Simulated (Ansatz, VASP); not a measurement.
# One calculation of Fe, two programs

```
Fe
1.0
     0.00000    1.80479    1.80479
     1.80479    0.00000    1.80479
     1.80479    1.80479    0.00000
Fe
1
Direct
  0.00000 0.00000 0.00000
```

Alike in both runs: task single point; functional RPBE; k mesh 17 × 17 × 17; occupations fermi-dirac, width 0.1 eV; no spin polarisation.

```csv
,VASP,Ansatz
version,VASP 6.6.1,Ansatz 0.2.0
potentials or method,"VASP PAW PBE potentials, release 64 (Fe)","plane waves (420 eV) with PAW, scalar-relativistic"
plane-wave cutoff (eV),520,420
valence electrons in the cell,8,16
```

|  | VASP | Ansatz | Ansatz less VASP |
| --- | --- | --- | --- |
| pressure (GPa) | -22.9 | -22.9 | -0.04 |

The functional is the same, so the differences come from potentials, cutoffs and numerics. The two sets of potentials don't hold the same shells in valence.

Caveats: so large a pressure means that the cell lies far from this level's equilibrium, or that cutoff or potentials fall short (VASP); the potentials were made for another functional, which shifts forces and pressure (VASP); the run has no spin polarisation, though such a crystal can be magnetic. Spin polarisation is off, so any magnetic state and its effect on volume and gap are missing.
